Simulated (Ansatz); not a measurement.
# BaO: the change of pressure with volume scale

Results calculated with Ansatz 0.2.0, not measured. Periodic Kohn-Sham DFT of a crystal at fixed atoms, scaled to volume_scale times the given cell; pressure positive in compression, energy less spherical unpolarised free atoms, largest_vzz the field gradient of largest size among the nuclei.

The cell before it is scaled or strained (space group Fm-3m, No. 225):
```
CELL_PARAMETERS angstrom
0.00000 2.75000 2.75000
2.75000 0.00000 2.75000
2.75000 2.75000 0.00000
ATOMIC_POSITIONS crystal
Ba 0.00000 0.00000 0.00000
O 0.50000 0.50000 0.50000
```

Settings of every row: method frozen-core PAW; functional LDA; relativity scalar; k mesh 8x8x8; filling fermi-dirac; smearing width 0.02 eV; wave cutoff 420 eV; paw set soft_2.

Atom start moment: 0 on all atoms.

Limits: PAW files made with PBE; no spin-orbit coupling on heavy atoms.

```csv
row,volume scale,V (Å³/atom),pressure (GPa)
1,0.94,19.549,2.33
2,0.9405,19.559,2.278
3,0.96,19.965,0.394
4,0.97,20.173,-0.494
5,0.98,20.381,-1.331
6,1,20.797,?
7,1.01,21.005,-3.572
8,1.02,21.213,-4.235
9,1.03,21.421,-4.861
10,1.04,21.629,-5.452
11,1.06,22.045,-6.534
```

Question: what pressure should row 6 give?

Worked fit of pressure. Take u = (V_r/V)^(2/3) − 1 with V_r = 20.693 Å³ an atom, which is twice the finite (Eulerian) strain; such expansions in the strain, on which the Birch-Murnaghan equation of state is built, carry the rest volume and the bulk modulus. The shown rows have u = 0.03864, 0.03829, 0.02416, 0.01711, 0.01018, -0.00993, -0.01641, -0.02279, -0.02906, -0.04132. Least squares give pressure = −2.4997 + 111.3 × u + 342.39 × u² + 282 × u³ GPa; a parabola predicts inner rows, each left out in turn, worse (root mean square 0.0045 against 0.0014 GPa). The rows lie off it by 0.002, -0.002, 0.001, 0.000, 0.000, -0.001, 0.000, 0.001, 0.000, 0.000. The pressure vanishes at u = 0.0211, or V = 20.06 Å³ an atom, and there the bulk modulus at fixed shape and fractions is B = −V dP/dV = (2/3)(1 + u) dP/du = 85.8 GPa. The withheld row has u = -0.00334, so the fit gives −2.4997 + 111.3 × (-0.00334) + 342.39 × (-0.00334)² + 282 × (-0.00334)³ = -2.868 GPa.

The calculation gave -2.868 GPa. The fit meets it to the printed digit.
